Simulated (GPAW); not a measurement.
Crystal: Ga.

```
Ga
1.0
     3.81696   -2.32663    0.00000
     3.81696    2.32663    0.00000
     0.00000    0.00000    4.48825
Ga
4
Direct
  0.66555 0.00969 0.25000
  0.00969 0.66555 0.75000
  0.33445 0.99031 0.75000
  0.99031 0.33445 0.25000
```

This isn't the form of Ga at room conditions, which is orthorhombic.

- Program: GPAW 26.7.0
- Task: relaxation of cell and atoms
- Functional: PBEsol
- Dispersion: D4
- Potentials or basis: PAW data sets generated in the run's folder for this functional
- Cutoff: 600 eV
- Basis: pw
- k mesh: 6 × 6 × 5
- Occupations: fermi-dirac, width 0.05 eV
- Spin: no spin polarisation

At the start: pressure -1.4 GPa; volume 19.93 Å³/atom.

Q: Where does the relaxation end?

A: Over 16 steps the energy falls by 7.1 meV/atom and the volume is 19.26 Å³/atom (-3.4 %); space group Cmcm (No. 63, to 0.05 Å).

The path:
| step | energy change (eV) | largest force (eV/Å) | pressure (GPa) | volume (Å³) |
| --- | --- | --- | --- | --- |
| 1 | 0.0000 | 0.0403 | -1.40 | 79.72 |
| 2 | -0.0016 | 0.0409 | -1.30 | 79.57 |
| 3 | -0.0144 | 0.0718 | 0.48 | 77.20 |
| 4 | -0.0150 | 0.0635 | 0.39 | 77.30 |
| 5 | -0.0190 | 0.0606 | -0.02 | 77.66 |
| 6 | -0.0216 | 0.1035 | -0.07 | 77.60 |
| 7 | -0.0247 | 0.1229 | 0.04 | 77.29 |
| 8 | -0.0263 | 0.0870 | 0.13 | 77.07 |
| 9 | -0.0273 | 0.0194 | 0.13 | 77.03 |
| 10 | -0.0275 | 0.0145 | 0.03 | 77.14 |
| 11 | -0.0276 | 0.0176 | -0.05 | 77.23 |
| 12 | -0.0277 | 0.0179 | -0.12 | 77.29 |
| 13 | -0.0279 | 0.0147 | -0.19 | 77.34 |
| 14 | -0.0282 | 0.0075 | -0.19 | 77.28 |
| 15 | -0.0284 | 0.0038 | -0.09 | 77.14 |
| 16 | -0.0285 | 0.0047 | -0.01 | 77.05 |

Final structure:
```
Ga
1.0
     3.84859   -2.23794    0.00000
     3.84859    2.23794    0.00000
     0.00000    0.00000    4.47269
Ga
4
Direct
  0.65632 0.02500 0.25000
  0.02500 0.65632 0.75000
  0.34368 0.97500 0.75000
  0.97500 0.34368 0.25000
```

Caveat: later steps reuse the first step's grids; pairwise dispersion overbinds metals, which lowers pressure and volume.
